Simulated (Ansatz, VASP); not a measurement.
InAs in VASP and in Ansatz

```
CELL_PARAMETERS angstrom
0.00000 3.01800 3.01800
3.01800 0.00000 3.01800
3.01800 3.01800 0.00000
ATOMIC_POSITIONS crystal
In 0.00000 0.00000 0.00000
As 0.75000 0.75000 0.75000
```

Alike in both runs: task single point; functional PBE; k mesh 8 × 8 × 8; occupations gaussian, width 0.028 eV; no spin polarisation.

```csv
,VASP,Ansatz
version,VASP 6.6.1,Ansatz 0.2.0
potentials or method,"VASP PAW PBE potentials, release 64 (In_d, As)",Ansatz PAW
plane-wave cutoff (eV),520,420
valence electrons in the cell,18,28
```

|  | VASP | Ansatz | Ansatz less VASP |
| --- | --- | --- | --- |
| gap on the k mesh at the Fermi level (eV) | none | none | - |
| pressure (GPa) | 4.4 | 4.3 | -0.07 |

A gap of «none» marks a metal or a gap that the smearing closes. The two sets of potentials don't hold the same shells in valence.

Caveats: this crystal is a semiconductor, whose small gap the functional closes, so the metal is an error of the method.
